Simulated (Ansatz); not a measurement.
HfS2 built on the CdI2 prototype, relaxed with r2SCAN+rVV10: 5 runs in the PAW code Ansatz, each a calculation of independent-particle optics. Space group P-3m1 (No. 164), trigonal; a = 3.630 Å, c = 5.878 Å in the conventional setting, 22.36 Å³ an atom. Hf is surrounded by 6 S at 2.54 Å; S is surrounded by 3 Hf at 2.54 Å. Calculated for a static, non-magnetic cell.

```yaml
crystal:
  lattice:
    - [3.63030, 0.00000, 0.00000]
    - [-1.81515, 3.14393, 0.00000]
    - [0.00000, 0.00000, 5.87836]
  atoms:
    - { symbol: Hf, position: [0.00000, 0.00000, 0.00000] }
    - { symbol: S, position: [0.33333, 0.66667, 0.24463] }
    - { symbol: S, position: [0.66667, 0.33333, 0.75537] }
```

On meshes this coarse, single peaks can be features of the mesh. No local fields, no excitons; the zone sum runs over the cells of the mesh, and ε∞ includes the bands left out of the spectrum. Up to four peaks are listed, those above 15 % of the tallest and inside the complete range; the four can differ from row to row. Rows marked drawn have settings drawn at random (some not listed).

```
functional   k mesh  broadening (eV)    scissors (eV)  range (eV)  settings  direct gap on the mesh before scissors (eV)  ε∞ xx  ε∞ yy  ε∞ zz  complete up to (eV)  tallest peaks of mean ε₂ (eV)
       PBE    6×6×4              0.1             0.00        0–12    chosen                                         1.90  10.86  10.86   7.69                 12.0            2.60 5.75 6.15 6.60
    r2SCAN    6×6×4              0.1             0.00        0–12    chosen                                         2.24   9.18   9.18   6.84                 12.0            3.00 5.90 6.15 6.60
       PBE    6×6×4              0.1  0.93 (to HSE06)        0–12    chosen                                         1.90   8.93   8.93   6.59                 12.0            3.55 6.70 7.05 7.55
       LDA  12×12×4             0.15             0.00      0.5–15     drawn                                         1.73  11.96  11.96   8.27                 15.0                 2.45 6.00 8.10
```

Problem. Estimate from these rows what the further settings give.
```json
{"functional": "LDA", "k mesh": "6×6×2", "broadening (eV)": "0.03", "scissors (eV)": "1.00", "range (eV)": "0.5–10", "settings": "drawn"}
```

Solution.

| functional | k mesh | broadening (eV) | scissors (eV) | range (eV) | settings | direct gap on the mesh before scissors (eV) | ε∞ xx | ε∞ yy | ε∞ zz | complete up to (eV) | tallest peaks of mean ε₂ (eV) |
| --- | --- | --- | --- | --- | --- | --- | --- | --- | --- | --- | --- |
| LDA | 6×6×2 | 0.03 | 1.00 | 0.5–10 | drawn | 1.75 | 9.54 | 9.54 | 6.91 | 10.0 | 3.40 6.60 7.00 9.40 |

The fundamental gap is indirect (1.04 eV with PBE on 6×6×4); the table holds the direct one.

Spin-orbit coupling is left out.
